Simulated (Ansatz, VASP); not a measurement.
**One calculation of Re, two programs**

The input INCAR:

```
  ALGO = Normal
  EDIFF = 1E-6
  EDIFFG = -0.04
  ENCUT = 600
  GGA = PE
  IBRION = 2
  ISIF = 3
  ISMEAR = 0
  LASPH = T
  LCHARG = F
  LREAL = F
  LWAVE = F
  NELM = 100
  NSW = 90
  PREC = Accurate
  SIGMA = 0.1
```

The input KPOINTS:

```
k-points
0
Gamma
  8 8 6
```

POSCAR

```
Re
1.0
    1.1648774733     -2.1748351803      0.0000000000
    1.1648774733      2.1748351803      0.0000000000
    0.0000000000      0.0000000000      3.3963179528
Re
1
Direct
    0.0000000000      0.0000000000      0.0000000000
```

Input for Ansatz:

```yaml
crystal:
  lattice:
    - [1.1648774733, -2.1748351803, 0.0]
    - [1.1648774733, 2.1748351803, 0.0]
    - [0.0, 0.0, 3.3963179528]
  atoms:
    - { symbol: Re, position: [0.0, 0.0, 0.0] }
basis:
  ecutwfc: 420
kpoints:
  mp_grid: { grid: [8, 8, 6] }
hamiltonian:
  xc: pbe
scf:
  occupations: { method: gaussian, width: 0.1 }
  lower_state_search: "off"
output:
  forces: true
  stress: true
  eigenvalues: true
relax:
  adjacent_minimum: "off"
  f_tol: 0.04
  max_steps: 70
  cell: { stress_tol: 0.4 }
```

Alike in both runs: task relaxation of cell and atoms; functional PBE; k mesh 8 × 8 × 6; occupations gaussian, width 0.1 eV; no spin polarisation.

|  | VASP | Ansatz |
| --- | --- | --- |
| version | VASP 6.6.1 | Ansatz 0.2.0 |
| potentials or method | VASP PAW PBE potentials, release 64 (Re) | scalar-relativistic, plane waves, PAW |
| plane-wave cutoff (eV) | 600 | 420 |
| valence electrons in the cell | 7 | 15 |

```csv
,VASP,Ansatz,Ansatz less VASP
"gap on the k mesh at the Fermi level, each at its own relaxed structure (eV)",none,none,-
relaxed volume (Å³/atom),16.11,16.15,+0.045
relaxed cell length with the largest relative difference (Å),2.410,2.425,+0.0151
energy change over the relaxation (meV/atom),-1555,-1574,-18.7
```

A gap of «none» marks a metal or a gap that the smearing closes. The two sets of potentials don't hold the same shells in valence.

Caveats: the k mesh is coarse (spacing up to 0.38 Å⁻¹), so the values aren't converged. Spin-orbit coupling is left out, which matters for the levels of Re.
